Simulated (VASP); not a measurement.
# Hg (C2/m) in VASP: notebook

Runs on Hg. Level: r2SCAN. Tasks: single point.

Program: VASP 6.6.1. These are calculated values, not measurements. Logs are shortened: lines on timing, memory, paths and dates and some standing lists are left out, and cuts for length are marked.

## (1) Starting point

It takes space group C2/m (No. 12, monoclinic). The conventional cell has a = 4.249 Å, b = 5.345 Å, c = 3.583 Å, α = 90.00°, β = 126.18°, γ = 90.00°. Hg (site symmetry 2/m) is surrounded by 8 Hg at 3.41 to 3.59 Å.

## (2) Single point, r2SCAN

File INCAR:

```
SYSTEM = Hg
PREC = Accurate
ENCUT = 400
EDIFF = 1E-6
ISMEAR = 0
SIGMA = 0.1
LREAL = .FALSE.
LASPH = .TRUE.
NELM = 100
ALGO = Normal
ISIF = 2
LWAVE = .FALSE.
LCHARG = .FALSE.
METAGGA = R2SCAN
LMIXTAU = .TRUE.
NBANDS = 12
ADDGRID = .FALSE.
```

File KPOINTS:

```
Automatic mesh
0
G
  3 3 3
  0 0 0
```

File POSCAR:

```
Hg
1.0
    2.1243184923     -2.6725824964      0.0000000000
    2.1243184923      2.6725824964      0.0000000000
   -2.1151288124      0.0000000000      2.8921990043
Hg
1
Direct
    0.0000000000      0.0000000000      0.0000000000
```

Potentials or basis: VASP PAW PBE potentials, release 64 (Hg).

The run is started by

```console
$ cat potpaw_PBE.64/Hg/POTCAR > POTCAR
$ mpirun -np 1 vasp_std > vasp.out
```

OUTCAR:

```text
SYSTEM = Hg
   PREC = Accurate
   ENCUT = 400
   EDIFF = 1E-6
   ISMEAR = 0
   LREAL = .FALSE.
   LASPH = .TRUE.
   NELM = 100
   ISIF = 2
   METAGGA = R2SCAN

 Found     10 irreducible k-points:

 Following reciprocal coordinates:
            Coordinates               Weight
  0.000000  0.000000  0.000000      1.000000
  0.333333 -0.000000  0.000000      4.000000
  0.333333  0.333333  0.000000      2.000000
 -0.333333  0.333333  0.000000      2.000000
  0.000000  0.000000  0.333333      2.000000
  0.333333 -0.000000  0.333333      4.000000
   k-points           NKPTS =     10   k-points in BZ     NKDIM =     10   number of bands    NBANDS=     12
   number of dos      NEDOS =    301   number of ions     NIONS =      1
   total plane-waves  NPLWV =  13824
   dimension x,y,z NGX =    24 NGY =   24 NGZ =   24
   dimension x,y,z NGXF=    48 NGYF=   48 NGZF=   48
   ions per type =               1
   NGX,Y,Z   is equivalent  to a cutoff of  11.69, 11.69, 11.14 a.u.
   NGXF,Y,Z  is equivalent  to a cutoff of  23.37, 23.37, 22.27 a.u.
 SYSTEM =  Hg
   PREC   = accura    normal or accurate (medium, high low for compatibility)
   ISTART =      0    job   : 0-new  1-cont  2-samecut
   ICHARG =      2    charge: 1-file 2-atom 10-const
   ISPIN  =      1    spin polarized calculation?
   LNONCOLLINEAR =      F non collinear calculations
   LSORBIT =      F    spin-orbit coupling
   LASPH  =      T    aspherical Exc in radial PAW
   ENCUT  =  400.0 eV  29.40 Ry    5.42 a.u.   5.57  5.57  5.84*2*pi/ulx,y,z
   NELM   =    100;   NELMIN=  2; NELMDL= -5     # of ELM steps
   EDIFF  = 0.1E-05   stopping-criterion for ELM
   LREAL  =      F    real-space projection
   EDIFFG = 0.1E-04   stopping-criterion for IOM
   NSW    =      0    number of steps for IOM
   IBRION =     -1    ionic relax: 0-MD 1-quasi-New 2-CG
   NFREE  =      0    steps in history (QN), initial steepest desc. (CG)
   ISIF   =      2    stress and relaxation
   ISYM   =      2    0-nonsym 1-usesym 2-fastsym
   POTIM  = 0.5000    time-step for ionic-motion
   TEBEG  =    0.0;   TEEND  =   0.0 temperature during run
   PSTRESS=    0.0 pullay stress
   NELECT =      12.0000    total number of electrons
   NUPDOWN=      -1.0000    fix difference up-down
   EMIN   =  10.00;   EMAX   =-10.00  energy-range for DOS
   EFERMI =   0.00;   METHOD = LEGACY
   ISMEAR =     0;   SIGMA  =   0.10  broadening in eV -4-tet -1-fermi 0-gaus
   EFERMI_NEDOS =   21; number of points for ismear=-14 and -15
   IALGO  =     38    algorithm
   IMIX   =      4    mixing-type and parameters
     AMIX     =   0.40;   BMIX     =  1.00
     AMIX_MAG =   1.60;   BMIX_MAG =  1.00
  volume/ion in A,a.u.               =      32.84       221.62
  Fermi-wavevector in a.u.,A,eV,Ry     =   1.170395  2.211725 18.637577  1.369823
  Thomas-Fermi vector in A             =   2.306854
   LORBIT       =      0    0 simple, 1 ext, 2 COOP (PROOUT), +10 PAW based schemes
   METAGGA = R2SCAN    functional components
   LHFCALC =     F    Hartree Fock is set to
   AEXX    =    0.0000 exact exchange contribution
   IVDW    =     0    specifies the selected vdW correction
   LEPSILON=     F    determine dielectric tensor
   LRPA    =     F    only Hartree local field effects (RPA)
 non-spin polarized calculation
 Gauss-broadening in eV      SIGMA  =   0.10
  energy-cutoff  :      400.00
  volume of cell :       32.84
 maximum number of plane-waves:       607
 NGX is ok and might be reduce to    24
   NGX = 11   NGY = 11   NGZ = 11

 number of electron      12.0000005 magnetization

 Free energy of the ion-electron system (eV)
  ---------------------------------------------------
  ext. energy  EPLUGINS =         0.00000000
  ---------------------------------------------------
  free energy    TOTEN  =       -49.47728987 eV

  energy without entropy =      -49.47728987  energy(sigma->0) =      -49.47728987

 E-fermi :  -0.4422     XC(G=0):  -9.5828

 val. band max:       -0.8778766301   @ k =   0.3333   0.3333   0.3333
 cond. band min:       2.6044583900   @ k =   0.3333  -0.0000   0.3333
 fundamental gap:      3.4823350201
 Fermi energy:        -0.4421826978

 k-point     1 :       0.0000    0.0000    0.0000
  band No.  band energies     occupation
      1      -6.4954      2.00000
      2      -6.3529      2.00000
      3      -6.1330      2.00000
      4      -6.1098      2.00000
      5      -5.7973      2.00000
      6      -5.6743      2.00000
      7      12.5860      0.00000
      8      12.8081      0.00000
      9      13.2462      0.00000
     10      14.6430      0.00000
     11      14.8896      0.00000
     12      17.0503      0.00000

 k-point     2 :       0.3333   -0.0000    0.0000
  band No.  band energies     occupation
      1      -6.4480      2.00000
      2      -6.3221      2.00000
      3      -5.8380      2.00000
      4      -5.7240      2.00000
      5      -5.6262      2.00000
      6      -3.9417      2.00000
      7       3.7091      0.00000
      8       9.3371      0.00000
      9      11.1597      0.00000
     10      13.0270      0.00000
     11      14.9739      0.00000
     12      16.2385      0.00000

 k-point     3 :       0.3333    0.3333    0.0000
  band No.  band energies     occupation
      1      -6.3536      2.00000
      2      -6.0757      2.00000
      3      -5.9705      2.00000
      4      -5.7228      2.00000
      5      -5.6657      2.00000
      6      -0.9056      2.00000
      7       2.8950      0.00000
      8       3.0402      0.00000
      9       8.4125      0.00000
     10      14.6032      0.00000
     11      16.4570      0.00000
     12      16.4640      0.00000

 k-point     4 :      -0.3333    0.3333    0.0000
  band No.  band energies     occupation
      1      -6.3643      2.00000
      2      -6.3527      2.00000
      3      -5.7714      2.00000
      4      -5.7620      2.00000
      5      -5.5987      2.00000
      6      -3.5816      2.00000
      7       4.8721      0.00000
      8       8.3909      0.00000
      9       9.4247      0.00000
     10      11.8542      0.00000
     11      13.1504      0.00000
     12      17.1219      0.00000

 k-point     5 :       0.0000    0.0000    0.3333
  band No.  band energies     occupation
      1      -6.5126      2.00000
      2      -6.4639      2.00000
      3      -5.6785      2.00000
      4      -5.6625      2.00000
      5      -5.6305      2.00000
      6      -3.9726      2.00000
      7       3.5897      0.00000
      8       9.2495      0.00000
      9       9.9510      0.00000
     10      12.5975      0.00000
     11      13.8316      0.00000
     12      19.6024      0.00000

 k-point     6 :       0.3333   -0.0000    0.3333
  band No.  band energies     occupation
      1      -6.4673      2.00000
      2      -6.0261      2.00000
      3      -5.9835      2.00000
      4      -5.7142      2.00000
      5      -5.6417      2.00000
      6      -1.1787      2.00000
      7       2.6045      0.00000
      8       2.6106      0.00000
      9       9.7001      0.00000
     10      14.9479      0.00000
     11      17.7040      0.00000
     12      17.9679      0.00000

 [... further k-points ...]

------------------------ aborting loop because EDIFF is reached ----------------------------------------

  FORCE on cell =-STRESS in cart. coord.  units (eV):
  Direction    XX          YY          ZZ          XY          YZ          ZX
  --------------------------------------------------------------------------------------
  -------------------------------------------------------------------------------------
  Total       -0.6679138     -0.8767900     -0.2334778      0.0000000      0.0000000      0.0086984
  in kB      -32.5853257    -42.7757131    -11.3906162      0.0000000      0.0000000      0.4243684
  external PRESSURE =     -28.9172184 kB  Pullay stress =       0.0000000 kB

 VOLUME and BASIS-vectors are now :
 -----------------------------------------------------------------------------
  energy-cutoff  :      400.00
  volume of cell :       32.84
      direct lattice vectors                 reciprocal lattice vectors
     2.124318492 -2.672582496  0.000000000     0.235369603 -0.187084964  0.172130973
     2.124318492  2.672582496  0.000000000     0.235369603  0.187084964  0.172130973
    -2.115128812  0.000000000  2.892199004     0.000000000  0.000000000  0.345757674

 POSITION                                       TOTAL-FORCE (eV/Angst)
 -----------------------------------------------------------------------------------
      0.00000      0.00000      0.00000        -0.000000      0.000000      0.000000
 -----------------------------------------------------------------------------------
    total drift:                                0.000000     -0.000000      0.000000

  FREE ENERGIE OF THE ION-ELECTRON SYSTEM (eV)
  ---------------------------------------------------
  free  energy   TOTEN  =       -49.4772898695 eV

  energy  without entropy=      -49.4772898695  energy(sigma->0) =      -49.47728987
```

stdout:

```text
POSCAR found type information on POSCAR Hg
 POSCAR found :  1 types and       1 ions
 scaLAPACK will be used
 -----------------------------------------------------------------------------
|                                                                             |
|                                                                             |
|     You enforced a specific xc type in the INCAR file but a different       |
|     I HOPE YOU KNOW WHAT YOU ARE DOING!                                     |
|                                                                             |
 -----------------------------------------------------------------------------

 LDA part: xc-table for (None), standard interpolation
 POSCAR, INCAR and KPOINTS ok, starting setup
 FFT: planning ... GRIDC
 FFT: planning ... GRID_SOFT
 FFT: planning ... GRID
 WAVECAR not read
 entering main loop
```

It took 16 s on 1 thread of Intel Xeon Platinum 8259CL at 2.50GHz (Skylake/Cascade Lake), shared host; peak memory 0.14 GiB.

The run converged, but some of its settings lie outside the range that counts as converged, so its numbers aren't taken as properties of the crystal.

What came out:

```
Free energy : -49.4773 eV
Pressure    : -2.9 GPa
```

Caveat: the k mesh is coarse (spacing up to 0.73 Å⁻¹), so the values aren't converged; the mesh shows a gap though the element is a metal; the PAW data sets were made with another functional, which shifts forces and pressure a little.

## (3) Single point, r2SCAN

Edit INCAR of step 2 so:

```diff
@@ -2,3 +2,3 @@
 PREC = Accurate
-ENCUT = 400
+ENCUT = 460
 EDIFF = 1E-6
```

KPOINTS is that of step 2.

POSCAR is that of step 2.

Potentials or basis: VASP PAW PBE potentials, release 64 (Hg).

The run is started by

```console
$ cat potpaw_PBE.64/Hg/POTCAR > POTCAR
$ mpirun -np 1 vasp_std > vasp.out
```

Wall time 24 s (1 thread of Intel Xeon Platinum 8259CL at 2.50GHz (Skylake/Cascade Lake), shared host); peak memory 0.14 GiB.

These settings aren't checked as converged: the numbers below hold their error.

What came out:

```
Free energy : -49.4775 eV
Pressure    : -2.8 GPa
```

Caveat: the k mesh is coarse (spacing up to 0.73 Å⁻¹), so the values aren't converged; the mesh shows a gap though the element is a metal; the PAW data sets were made with another functional, which shifts forces and pressure a little.

## (4) Single point, r2SCAN

Edit INCAR of step 3 so:

```diff
@@ -2,3 +2,3 @@
 PREC = Accurate
-ENCUT = 460
+ENCUT = 520
 EDIFF = 1E-6
```

KPOINTS is that of step 3.

POSCAR is that of step 3.

Potentials or basis: VASP PAW PBE potentials, release 64 (Hg).

The run is started by

```console
$ cat potpaw_PBE.64/Hg/POTCAR > POTCAR
$ mpirun -np 1 vasp_std > vasp.out
```

OUTCAR:

```text
SYSTEM = Hg
   PREC = Accurate
   ENCUT = 520
   EDIFF = 1E-6
   ISMEAR = 0
   LREAL = .FALSE.
   LASPH = .TRUE.
   NELM = 100
   ISIF = 2
   METAGGA = R2SCAN

 Found     10 irreducible k-points:

 Following reciprocal coordinates:
            Coordinates               Weight
  0.000000  0.000000  0.000000      1.000000
  0.333333 -0.000000  0.000000      4.000000
  0.333333  0.333333  0.000000      2.000000
 -0.333333  0.333333  0.000000      2.000000
  0.000000  0.000000  0.333333      2.000000
  0.333333 -0.000000  0.333333      4.000000
   k-points           NKPTS =     10   k-points in BZ     NKDIM =     10   number of bands    NBANDS=     12
   number of dos      NEDOS =    301   number of ions     NIONS =      1
   total plane-waves  NPLWV =  21952
   dimension x,y,z NGX =    28 NGY =   28 NGZ =   28
   dimension x,y,z NGXF=    56 NGYF=   56 NGZF=   56
   ions per type =               1
   NGX,Y,Z   is equivalent  to a cutoff of  13.63, 13.63, 12.99 a.u.
   NGXF,Y,Z  is equivalent  to a cutoff of  27.27, 27.27, 25.98 a.u.
 SYSTEM =  Hg
   PREC   = accura    normal or accurate (medium, high low for compatibility)
   ISTART =      0    job   : 0-new  1-cont  2-samecut
   ICHARG =      2    charge: 1-file 2-atom 10-const
   ISPIN  =      1    spin polarized calculation?
   LNONCOLLINEAR =      F non collinear calculations
   LSORBIT =      F    spin-orbit coupling
   LASPH  =      T    aspherical Exc in radial PAW
   ENCUT  =  520.0 eV  38.22 Ry    6.18 a.u.   6.35  6.35  6.66*2*pi/ulx,y,z
[... 69 lines left out ...]
     10      14.6434      0.00000
     11      14.8896      0.00000
     12      17.0501      0.00000
[... 61 lines left out ...]
 k-point     6 :       0.3333   -0.0000    0.3333
  band No.  band energies     occupation
      1      -6.4679      2.00000
      2      -6.0267      2.00000
      3      -5.9841      2.00000
      4      -5.7149      2.00000
      5      -5.6424      2.00000
      6      -1.1790      2.00000
      7       2.6047      0.00000
      8       2.6110      0.00000
      9       9.7002      0.00000
     10      14.9476      0.00000
     11      17.7041      0.00000
     12      17.9676      0.00000

 [... further k-points ...]

------------------------ aborting loop because EDIFF is reached ----------------------------------------

  FORCE on cell =-STRESS in cart. coord.  units (eV):
  Direction    XX          YY          ZZ          XY          YZ          ZX
  --------------------------------------------------------------------------------------
  -------------------------------------------------------------------------------------
  Total       -0.6656816     -0.8748449     -0.2302172      0.0000000      0.0000000      0.0085748
  in kB      -32.4764247    -42.6808171    -11.2315455      0.0000000      0.0000000      0.4183388
  external PRESSURE =     -28.7962624 kB  Pullay stress =       0.0000000 kB

 VOLUME and BASIS-vectors are now :
 -----------------------------------------------------------------------------
  energy-cutoff  :      520.00
  volume of cell :       32.84
      direct lattice vectors                 reciprocal lattice vectors
     2.124318492 -2.672582496  0.000000000     0.235369603 -0.187084964  0.172130973
     2.124318492  2.672582496  0.000000000     0.235369603  0.187084964  0.172130973
    -2.115128812  0.000000000  2.892199004     0.000000000  0.000000000  0.345757674

 POSITION                                       TOTAL-FORCE (eV/Angst)
 -----------------------------------------------------------------------------------
      0.00000      0.00000      0.00000         0.000000      0.000000      0.000000
 -----------------------------------------------------------------------------------
    total drift:                               -0.000000      0.000000     -0.000000

  FREE ENERGIE OF THE ION-ELECTRON SYSTEM (eV)
  ---------------------------------------------------
  free  energy   TOTEN  =       -49.4772862906 eV

  energy  without entropy=      -49.4772862906  energy(sigma->0) =      -49.47728629
```

OSZICAR:

```text
N       E                     dE             d eps       ncg     rms          rms(c)
DAV:   1     0.233973878932E+02    0.23397E+02   -0.61405E+03   240   0.912E+02
DAV:   2    -0.518910703853E+02   -0.75288E+02   -0.71173E+02   264   0.225E+02
DAV:   3    -0.534136002634E+02   -0.15225E+01   -0.15217E+01   308   0.355E+01
DAV:   4    -0.534153629052E+02   -0.17626E-02   -0.17626E-02   264   0.131E+00
DAV:   5    -0.534153663769E+02   -0.34717E-05   -0.34717E-05   264   0.541E-02    0.179E+00
DAV:   6    -0.494271081744E+02    0.39883E+01   -0.22957E+00   240   0.173E+01    0.382E+00
DAV:   7    -0.494759841611E+02   -0.48876E-01   -0.59692E-02   264   0.293E+00    0.216E+00
DAV:   8    -0.494556522375E+02    0.20332E-01   -0.81926E-02   240   0.299E+00    0.304E-01
DAV:   9    -0.494623450396E+02   -0.66928E-02   -0.28152E-02   240   0.153E+00    0.191E-01
DAV:  10    -0.494249212036E+02    0.37424E-01   -0.87373E-03   240   0.749E-01    0.374E-01
DAV:  11    -0.494751241928E+02   -0.50203E-01   -0.17957E-02   240   0.109E+00    0.110E-01
DAV:  12    -0.494772528444E+02   -0.21287E-02   -0.13402E-03   240   0.318E-01    0.138E-02
DAV:  13    -0.494772416961E+02    0.11148E-04   -0.24296E-05   264   0.405E-02    0.976E-03
DAV:  14    -0.494772760990E+02   -0.34403E-04   -0.86803E-06   256   0.287E-02    0.614E-03
DAV:  15    -0.494772843360E+02   -0.82371E-05   -0.26799E-06   256   0.152E-02    0.332E-03
DAV:  16    -0.494772863246E+02   -0.19886E-05   -0.10839E-06   248   0.110E-02    0.197E-03
DAV:  17    -0.494772862906E+02    0.34020E-07   -0.23537E-08   136   0.186E-03
   1 F= -.49477286E+02 E0= -.49477286E+02  d E =-.266584E-10
```

It took 27 s on 1 thread of Intel Xeon Platinum 8259CL at 2.50GHz (Skylake/Cascade Lake), shared host; peak memory 0.16 GiB.

The run converged, but some of its settings lie outside the range that counts as converged, so its numbers aren't taken as properties of the crystal.

Results:

- Free energy: -49.4773 eV
- Pressure: -2.9 GPa

Caveat: the k mesh is coarse (spacing up to 0.73 Å⁻¹), so the values aren't converged; the mesh shows a gap though the element is a metal; the PAW data sets were made with another functional, which shifts forces and pressure a little.

(Continued in part 2 of 2.)
